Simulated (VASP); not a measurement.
A run of VASP 6.6.1:

File INCAR:

```
SYSTEM = Al
PREC = Accurate
ENCUT = 520
EDIFF = 1E-6
ISMEAR = -1
SIGMA = 0.1
LREAL = .False.
LASPH = .True.
NELM = 80
ALGO = Normal
ISIF = 2
LWAVE = .False.
LCHARG = .True.
GGA = RE
LELF = .True.
LVHAR = .True.
NBANDS = 8
```

Contents of KPOINTS:

```
regular mesh
0
Gamma
  13 13 13
  0 0 0
```

Contents of POSCAR:

```
Al
1.0
    2.6211799172      0.0000000000      0.0000000000
    0.0000000000      2.6211799172      0.0000000000
    0.0000000000      0.0000000000      2.6211799172
Al
1
Direct
    0.0000000000      0.0000000000      0.0000000000
```

Potentials or basis: VASP PAW PBE potentials, release 64 (Al).

Run with:

```console
$ cat potpaw_PBE.64/Al/POTCAR > POTCAR
$ mpirun -np 1 vasp_std > vasp.out
```

Hardware: 1 thread of Intel(R) Xeon(R) 6975P-C (Granite Rapids), with other jobs on the host.

Q: Estimate the wall time of this run.

A: It took 3.2 s on 1 thread of Intel(R) Xeon(R) 6975P-C (Granite Rapids) (shared host), peak memory 0.12 GiB. Counts: scf iterations 10, k points 84.
